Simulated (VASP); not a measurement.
# Ga (I4/mmm) in VASP: settings compared, part 2 of 2

VASP 6.6.1. The steps go on from the part before.

### 5 Relaxation of cell and atoms, TPSS+D3(BJ) (cell strained at random at fixed volume)

INCAR

```
SYSTEM = Ga
  PREC = Accurate
  ENCUT = 580
  EDIFF = 1E-7
  ISMEAR = 0
  SIGMA = 0.01
  LREAL = .FALSE.
  LASPH = .TRUE.
  NELM = 80
  ALGO = Normal
  ISIF = 3
  LWAVE = .FALSE.
  LCHARG = .FALSE.
  METAGGA = TPSS
  LMIXTAU = .TRUE.
  IVDW = 12
  IBRION = 2
  NSW = 40
  EDIFFG = -0.01
```

KPOINTS

```
regular mesh
0
G
  13 13 13
  0 0 0
```

POSCAR

```
Ga
1.0
   -1.3700740000      1.3760850000      2.2583820000
    1.4202660000     -1.4399990000      2.3267300000
    1.3474590000      1.4173840000     -2.2966660000
Ga
1
Cartesian
    0.0000000000      0.0000000000      0.0000000000
```

Potentials or basis: VASP PAW PBE potentials, release 64 (Ga).

Command:

```
$ cat potpaw_PBE.64/Ga/POTCAR > POTCAR
$ mpirun -np 1 vasp_std > vasp.out
```

OUTCAR:

```text
SYSTEM = Ga
   PREC = Accurate
   ENCUT = 580
   EDIFF = 1E-7
   ISMEAR = 0
   LREAL = .FALSE.
   LASPH = .TRUE.
   NELM = 80
   ISIF = 3
   METAGGA = TPSS
   IVDW = 12
   IBRION = 2
   NSW = 40
   EDIFFG = -0.01
 IVDW          = 12

 ion  position               nearest neighbor table
   1  0.000  0.000  0.000-

  LATTYP: Found a triclinic cell.
 ALAT       =     2.7938228571
 B/A-ratio  =     1.3960894768
 C/A-ratio  =     1.0660742935
 COS(alpha) =     0.0028718727
 COS(beta)  =     0.4552927124
 COS(gamma) =     0.7046395747

  Lattice vectors:

 A1 = (   0.0226150000,  -2.7934690000,   0.0382840000)
 A2 = (  -2.7451100000,  -2.7708540000,   0.0082200000)
 A3 = (   1.3700740000,  -1.3760850000,  -2.2583820000)

Analysis of symmetry for initial positions (statically):
=====================================================================
 Subroutine PRICEL returns:
 Original cell was already a primitive cell.

 Routine SETGRP: Setting up the symmetry group for a
 triclinic supercell.

 Subroutine GETGRP returns: Found  2 space group operations
 (whereof  2 operations were pure point group operations)
 out of a pool of  2 trial point group operations.

The static configuration has the point symmetry S_2 .

Analysis of symmetry for dynamics (positions and initial velocities):
[... 191 lines left out ...]
 E8    (eV) :    -0.3199
[... 102 lines left out ...]
  FREE ENERGIE OF THE ION-ELECTRON SYSTEM (eV)
  ---------------------------------------------------
  free  energy   TOTEN  =       -11.3177882298 eV

  energy  without entropy=      -11.3177626245  energy(sigma->0) =      -11.31777543

 E-fermi :   3.5663     XC(G=0): -10.6949

 val. band max:        3.5662259192   @ k =   0.2308   0.3846   0.2308
 cond. band min:       3.5686921923   @ k =   0.3846  -0.2308   0.3846
 fundamental gap:      0.0024662731
 Fermi energy:         3.5663367486

 k-point     1 :       0.0000    0.0000    0.0000
  band No.  band energies     occupation
      1      -8.5195      2.00000
      2      17.0795      0.00000
      3      17.4557      0.00000
      4      17.7014      0.00000
      5      19.7999      0.00000
[... 305 lines left out ...]
 k-point    40 :       0.4615    0.2308    0.0000
  band No.  band energies     occupation
      1      -0.7230      2.00000
      2       0.7857      2.00000
      3       9.1665      0.00000
      4      10.3202      0.00000
      5      14.3232      0.00000

 [... further k-points ...]

[... ionic steps 4 to 9 ...]

--------------------------------------- Ionic step       10  -------------------------------------------

 number of electron       3.0000000 magnetization

------------------------ aborting loop because EDIFF is reached ----------------------------------------
[... 73 lines left out ...]
--------------------------------------- Ionic step       12  -------------------------------------------

 number of electron       3.0000000 magnetization

 Free energy of the ion-electron system (eV)
  ---------------------------------------------------
  ext. energy  EPLUGINS =         0.00000000
  ---------------------------------------------------
  free energy    TOTEN  =       -10.81296705 eV

  energy without entropy =      -10.81295515  energy(sigma->0) =      -10.81296110

 E-fermi :   3.5280     XC(G=0): -10.6834

 val. band max:        3.5274756576   @ k =   0.2308   0.1538   0.3846
 cond. band min:       3.5398583488   @ k =   0.3846   0.2308   0.2308
 fundamental gap:      0.0123826912
 Fermi energy:         3.5279985467

 k-point     1 :       0.0000    0.0000    0.0000
  band No.  band energies     occupation
      1      -8.5153      2.00000
      2      17.3350      0.00000
      3      17.3437      0.00000
      4      17.4323      0.00000
      5      19.8712      0.00000
[... 344 lines left out ...]
  FREE ENERGIE OF THE ION-ELECTRON SYSTEM (eV)
  ---------------------------------------------------
  free  energy   TOTEN  =       -11.3219023741 eV

  energy  without entropy=      -11.3218904793  energy(sigma->0) =      -11.32189643

 reached required accuracy - stopping structural energy minimisation
```

OSZICAR:

```text
N       E                     dE             d eps       ncg     rms          rms(c)
DAV:   1    -0.651949675945E+01   -0.65195E+01   -0.13237E+03 10995   0.479E+02
DAV:   2    -0.999147997596E+01   -0.34720E+01   -0.32294E+01 15110   0.450E+01
DAV:   3    -0.100234845692E+02   -0.32005E-01   -0.31475E-01 13835   0.452E+00
[... 90 lines left out ...]
  11 F= -.11321880E+02 E0= -.11321875E+02  d E =-.922258E-03
       N       E                     dE             d eps       ncg     rms          rms(c)
DAV:   1    -0.108129688111E+02   -0.12465E-03   -0.28253E-04 14820   0.913E-02    0.768E-03
DAV:   2    -0.108129677706E+02    0.10405E-05   -0.29041E-06 11740   0.142E-02    0.449E-03
DAV:   3    -0.108129669984E+02    0.77227E-06   -0.10616E-06 14435   0.941E-03    0.204E-04
DAV:   4    -0.108129670478E+02   -0.49413E-07   -0.54509E-08  8790   0.202E-03
  12 F= -.11321902E+02 E0= -.11321896E+02  d E =-.944434E-03
```

CONTCAR:

```text
Ga
   1.00000000000000
    -1.3683689296825685    1.3718574823882803    2.2197588592866917
     1.3706542058663882   -1.3663590212233638    2.2168576441722636
     1.3703006666125024    1.3683749749903669   -2.2159751128833594
  Ga
     1
Direct
     1.0000000000000000    0.0000000000000000    0.0000000000000000

  0.00000000E+00  0.00000000E+00  0.00000000E+00
```

Wall time 20 min (1 thread of Intel Xeon Platinum 8488C (Sapphire Rapids), shared host); peak memory 0.29 GiB.

Results:

```yaml
Free_energy: -11.3219 eV
Relaxed_volume: 16.66 Å³/atom
Relaxed_cell: a = 2.946 Å, b = 2.943 Å, c = 2.943 Å, α = 124.49°, β = 124.54°, γ = 82.24°
Space_group_after_relaxing_to_0.05_Å: I4/mmm (No. 139)
Energy_gained_by_relaxing: 17.0 meV/atom
Ionic_steps: 12
Pressure_after_relaxing: 0.0 GPa
Band_gap_on_the_k_mesh: none (metal or under the smearing width)
Dispersion_energy_per_atom: -0.509 eV
```

Step by step:
```csv
step,energy change (eV),largest force (eV/Å),pressure (GPa),volume (Å³)
1,0.0000,0.0000,-3.51,17.72
2,-0.0129,0.0000,-0.02,16.74
3,-0.0129,0.0000,0.18,16.69
4,-0.0144,0.0000,0.09,16.68
5,-0.0155,0.0000,0.04,16.66
6,-0.0143,0.0000,0.34,16.61
7,-0.0158,0.0000,0.11,16.64
8,-0.0161,0.0000,0.11,16.64
9,-0.0161,0.0000,0.11,16.64
10,-0.0166,0.0000,0.05,16.65
11,-0.0170,0.0000,-0.01,16.66
12,-0.0170,0.0000,-0.03,16.66
```

Final structure:
```cif
data_structure
_symmetry_space_group_name_H-M 'P 1'
_symmetry_Int_Tables_number 1
_cell_length_a 2.9465
_cell_length_b 2.9428
_cell_length_c 2.9429
_cell_angle_alpha 124.489
_cell_angle_beta 124.543
_cell_angle_gamma 82.239
_cell_volume 16.66
loop_
_atom_site_label
_atom_site_type_symbol
_atom_site_fract_x
_atom_site_fract_y
_atom_site_fract_z
_atom_site_occupancy
Ga1 Ga 0.00000 0.00000 0.00000 1
```

Caveat: the PAW data sets were made with another functional, which shifts forces and pressure a little; pairwise dispersion overbinds metals, which lowers pressure and volume.

### 6 Overview

| task | level | potentials or basis | cell | k mesh | cutoff (eV) | smearing | ladder | gap on the mesh (eV) | pressure (GPa) | relaxed volume (Å³/atom) |
| --- | --- | --- | --- | --- | --- | --- | --- | --- | --- | --- |
| relaxation of cell and atoms | r2SCAN | VASP PAW PBE potentials, release 64 (Ga_d) | relaxed | 12 × 12 × 12 | 600 | fermi-dirac 0.05 eV | gaps | none | 0.0 | 17.89 |
| single point | RPBE | VASP PAW PBE potentials, release 54 (Ga_d) | as given | 13 × 13 × 13 | 520 | gaussian 0.05 eV | - | none | 5.7 | - |
| relaxation of cell and atoms | TPSS+D3(BJ) | VASP PAW PBE potentials, release 64 (Ga) | relaxed from: cell strained at random at fixed volume | 13 × 13 × 13 | 580 | gaussian 0.01 eV | - | none | 0.0 | 16.66 |

Alike in all rows: no spin polarisation.

Caveats: the PAW data sets were made with another functional, which shifts forces and pressure a little; pairwise dispersion overbinds metals, which lowers pressure and volume (some runs).

Total energies depend on the potentials used, so only differences within one code and one set of settings carry meaning.
